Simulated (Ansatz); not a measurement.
**La2O3: the band gap up the ladder of functionals**

An exercise on one series of results from a longer session: the logs are not shown, and one member is left open.

Code: Ansatz 0.2.0. PAW datasets, plane waves. Calculated at 0 K for a non-magnetic cell.

### The structure to begin with

The cell was relaxed beforehand with r2SCAN.

Space group P-3m1 (No. 164), trigonal; conventional cell a = 3.935 Å, c = 6.126 Å, 16.43 Å³ an atom. Near La stand 7 O at 2.37–2.73 Å; near O stand 4 La at 2.37–2.45 Å; near O stand 6 La at 2.73 Å.

Coordinates:

```
La O
1.0
     3.93510    0.00000    0.00000
    -1.96755    3.40790    0.00000
     0.00000    0.00000    6.12623
La O
2 3
Direct
  0.66667 0.33333 0.75384
  0.33333 0.66667 0.24616
  0.66667 0.33333 0.35389
  0.33333 0.66667 0.64611
  0.00000 0.00000 0.00000
```

The first run:

File input.yaml:

```yaml
crystal:
  lattice:
    - [3.9351015445, 0.0, 0.0]
    - [-1.9675507723, 3.407897904, 0.0]
    - [0.0, 0.0, 6.1262271529]
  atoms:
    - { symbol: La, position: [0.6666666667, 0.3333333333, 0.7538431649] }
    - { symbol: La, position: [0.3333333333, 0.6666666667, 0.2461568351] }
    - { symbol: O, position: [0.6666666667, 0.3333333333, 0.3538862904] }
    - { symbol: O, position: [0.3333333333, 0.6666666667, 0.6461137096] }
    - { symbol: O, position: [0.0, 0.0, 0.0] }
kpoints:
  mp_grid: { grid: [12, 12, 4] }
  band_path:
    path:
      - [[0.0, 0.0, 0.0], [0.5, -6.783281999543e-18, -8.073708874167e-34], [0.3333333333333, 0.3333333333333, 6.530647709383e-35], [0.0, 0.0, 0.0], [-7.224238708129e-51, -3.779925944026e-51, 0.5], [0.5, -6.783281999543e-18, 0.5], [0.3333333333333, 0.3333333333333, 0.5], [-7.224238708129e-51, -3.779925944026e-51, 0.5]]
      - [[0.5, -6.783281999543e-18, 0.5], [0.5, -6.783281999543e-18, -8.073708874167e-34]]
      - [[0.3333333333333, 0.3333333333333, 0.5], [0.3333333333333, 0.3333333333333, 6.530647709383e-35]]
    npoints: 10
hamiltonian:
  xc: pbe
scf:
  occupations: { method: fermi_dirac, width: 0.02 }
  n_extra_bands: 5
output:
  forces: true
  stress: true
  eigenvalues: true
  write_density: true
  write_potential: true
  elf: true
  volumetric_format: npy
```

Launch:

```bash
$ ansatz run input.yaml --threads 2 --pin off --max-ram 20275MiB --backend cpu --events-out ev --progress --plain --runs-dir out
```

Steps of the session up to this table: PBE band path; r2SCAN at the same geometry; HSE06 at the same geometry; PBE+SOC at the same geometry; PBE0 at the same geometry; Single point with LDA; DDH-PBE0 at the same geometry; r2SCANh.

One of the session's tables, all rows but one given; the rest of the session is left out.

| level | gap (eV) |
| --- | --- |
| PBE | ? |
| r2SCAN | 4.23 |
| HSE06 | 5.29 |
| PBE+SOC | 3.83 |
| PBE0 | 6.03 |
| LDA | 3.73 |
| DDH-PBE0 | 5.67 |
| r2SCANh | 5.04 |

Q: Estimate the row for PBE from the others.

As computed: gap (eV): 3.84. In the column «gap (eV)» it lies between PBE+SOC (3.83) and r2SCAN (4.23).

Meshes: PBE 12×12×4, r2SCAN 12×12×4, HSE06 6×6×2, PBE+SOC 12×12×4, PBE0 6×6×2, LDA 12×12×4, DDH-PBE0 6×6×2, r2SCANh 6×6×2

In words: LDA gives the least gap, 3.73 eV, and PBE0 the largest, 6.03 eV. Against HSE06, PBE is short by 1.45 eV, at 73 % of it, and r2SCAN 80 %. PBE0 lies 0.74 eV above HSE06, which differs from it by screening the long-range exchange.

Caveats from the session: Warnings in the runs' records: stress scf threshold loose, stress exchange threshold loose.
